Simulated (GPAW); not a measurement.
The system is Al.

```
CELL_PARAMETERS angstrom
2.81246 0.00000 0.00000
-1.40623 2.43566 0.00000
0.00000 0.00000 4.86685
ATOMIC_POSITIONS crystal
Al 0.33333 0.66667 0.25000
Al 0.66667 0.33333 0.75000
```

This isn't the form of Al at room conditions, which is fcc.

* Program: GPAW 26.7.0
* Task: relaxation of cell and atoms
* Functional: PBEsol
* Potentials or basis: PAW data sets generated in the run's folder for this functional
* Cutoff: 600 eV
* Basis: pw
* k mesh: 11 × 11 × 6
* Occupations: fermi-dirac, width 0.05 eV
* Spin: no spin polarisation

At the start: pressure -1.2 GPa; volume 16.67 Å³/atom.

**Question.** How do energy, volume and symmetry change on relaxing?

**Answer.** Over 7 steps the energy falls by 10.9 meV/atom and the volume is 16.34 Å³/atom (-2.0 %); space group P6_3/mmc (No. 194, to 0.05 Å).

Step by step:
| step | energy change (eV) | largest force (eV/Å) | pressure (GPa) | volume (Å³) |
| --- | --- | --- | --- | --- |
| 1 | 0.0000 | 0.0000 | -1.18 | 33.34 |
| 2 | -0.0027 | 0.0000 | -1.04 | 33.25 |
| 3 | -0.0200 | 0.0000 | 0.58 | 32.47 |
| 4 | -0.0198 | 0.0000 | 1.18 | 32.24 |
| 5 | -0.0212 | 0.0000 | 0.70 | 32.42 |
| 6 | -0.0215 | 0.0000 | 0.46 | 32.51 |
| 7 | -0.0218 | 0.0000 | 0.04 | 32.68 |

Final structure:
```
CELL_PARAMETERS angstrom
2.83537 0.00000 0.00000
-1.41769 2.45550 0.00000
0.00000 0.00000 4.69386
ATOMIC_POSITIONS crystal
Al 0.33333 0.66667 0.25000
Al 0.66667 0.33333 0.75000
```

Caveat: later steps reuse the first step's grids.
